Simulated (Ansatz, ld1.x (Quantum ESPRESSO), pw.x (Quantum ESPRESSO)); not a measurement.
# Which Si potential is closest to all-electron in the fcc crystal?

All use PBEsol, scalar-relativistic, no spin, cutoffs from each file’s atomic test, pw.x 7.5; 15³ k-points, Fermi–Dirac smearing 0.01 Ry. Δ is the rms difference from all-electron LAPW of the E(V) curves that follow from fits to the pressures, over ±6 % in volume. Mesh and smearing are coarse and serve the comparison alone. The files are a selection: those with a ghost or negative overlap were mostly not run, and those with noisy or unconverged pressures or nearly equal Δ are left out.

All-electron: a0 = 3.832 Å (V0 = 14.07 Å³/atom), B0 = 91.1 GPa.

(1) Rank them by Δ, smallest first.
A. norm-conserving RRKJ (Kleinman–Bylander form), ld1.x (Quantum ESPRESSO) 7.5, PBEsol; core [Ne], reference 3s2 3p2; waves: 3p (bound): rc 1.95 bohr; 3d channel at 0.3 Ry: rc 1.80 bohr; 3s (bound): rc 1.55 bohr; local part: the s channel; core correction: a·sin(br)/r model core inside 1.30 bohr.
B. norm-conserving Troullier–Martins (Kleinman–Bylander form), ld1.x (Quantum ESPRESSO) 7.5, PBEsol; core [Ne], reference 3s2 3p2; waves: 3s (bound): rc 1.50 bohr; 3p (bound): rc 2.25 bohr; 3d channel at -0.1 Ry: rc 2.40 bohr; local part: the d channel; core correction: none.
C. ultrasoft, ld1.x (Quantum ESPRESSO) 7.5, PBEsol; core [Ne], reference 3s2 3p2; waves: 3s (bound): rcut 2.00, rcutus 2.15 bohr; 3s channel at 4.55 Ry: rcut 2.00, rcutus 2.15 bohr; 3p (bound): rcut 1.70, rcutus 2.20 bohr; 3p channel at 1.6 Ry: rcut 1.70, rcutus 2.20 bohr; 3d channel at 0.25 Ry: rcut 1.55, rcutus 2.10 bohr; 3d channel at 2.6 Ry: rcut 1.55, rcutus 2.10 bohr; local part: all-electron potential smoothed inside 2.10 bohr (lloc = -1); core correction: a·sin(br)/r model core, default radius (core density twice the valence density); augmentation: PSQ, radius 1.40 bohr.

## Answers

(1) B (0.1 meV/atom), C (0.5 meV/atom), A (1.1 meV/atom).
